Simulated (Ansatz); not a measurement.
# Phases of Ga at 7.4 GPa

Structure types of Ga are relaxed in primitive cells with their symmetry kept at 7.4 GPa, first on PAW files, then by LAPW. The enthalpy is E + pV at zero temperature, without zero-point motion. Only the types listed were tried, and differences under about 5 meV/atom are mesh noise. Not among the end structures: fcc, which may lie lower.

Computed with Ansatz 0.2.0; functional PBE, scalar-relativistic. Settings: Fermi–Dirac smearing of 0.05 eV, no spin polarisation. Methods: LAPW: all electrons, basis error target 0.5 meV/atom; PAW: frozen-core files, cutoff 420 eV.

k meshes: bcc 17×17×17, hcp 15×15×8, sc 15×15×15, beta tin 16×16×16, diamond 12×12×12.

Which type is lowest in enthalpy, and by how much?

hcp, 15 meV/atom below bcc. The whole table:

| start type | ends as | a, b, c (Å) | V (Å³/atom) | H − H(lowest), LAPW (meV/atom) | same, PAW |
| --- | --- | --- | --- | --- | --- |
| bcc | bcc, Im-3m | 3.247, 3.247, 3.247 | 17.12 | 15.5 | 15.4 |
| hcp | hcp, P6_3/mmc | 2.863, 2.863, 4.784 | 16.98 | 0.0 | 0.0 |
| sc | sc, Pm-3m | 2.612, 2.612, 2.612 | 17.82 | 97.8 | 97.8 |
| beta tin | beta tin, I4_1/amd | 5.099, 5.099, 2.690 | 17.48 | 53.5 | 53.5 |
| diamond | diamond, Fd-3m | 5.605, 5.605, 5.605 | 22.02 | 508.1 | 508.3 |

Split the lead of hcp over bcc into energy and pV.

For bcc less hcp: ΔE = +8.7 meV/atom, and p·ΔV = 7.4 GPa × +0.1472 Å³ × 6.242 meV/(GPa·Å³) = +6.8 meV/atom, together 15.5 meV/atom. hcp wins on both counts.
